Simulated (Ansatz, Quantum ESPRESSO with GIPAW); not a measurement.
# Reading a 29Si spectrum of HfSiO4

A crystal of composition HfSiO4 (one database entry, not always the ambient form) has the 29Si spectrum and parameters below, calculated by GIPAW (PBEsol; shifts against TMS, scatter of the reference line 2 ppm; spans on the shift scale).

Simulated spectrum, 29Si MAS at 15 kHz, 9.4 T (79.6 MHz), lines broadened by 0.8 ppm; rigid lattice, with dipolar and J couplings left out: a single narrow line at -81.5 ppm.

```
line  δ_iso (ppm)  relative area  span (ppm)  skew
   A        -81.5              1        11.2  1.00
```

What coordination and symmetry does each Si site have?

A: skew ±1 point to an axis of order three or more.  The structure behind these values (space group I4_1/amd; other structures could give like values):

```
line  surroundings  neighbours  bonds (Å)  site symmetry
   A      SiO4, Q0           4      1.636           -4m2
```

[Banner, clock, file and message-heading lines were taken out of the pw.x and gipaw.x logs.]

[Logs are printed without paths, hosts, clocks, repeated set-up lines and the standing remarks that a program may print on its own settings, such as how far it seeks lower states.]

[Hosts, paths, dates, database ids (printed as entryN), source tags and the programs' standing remarks are cut or masked in the printed files.]
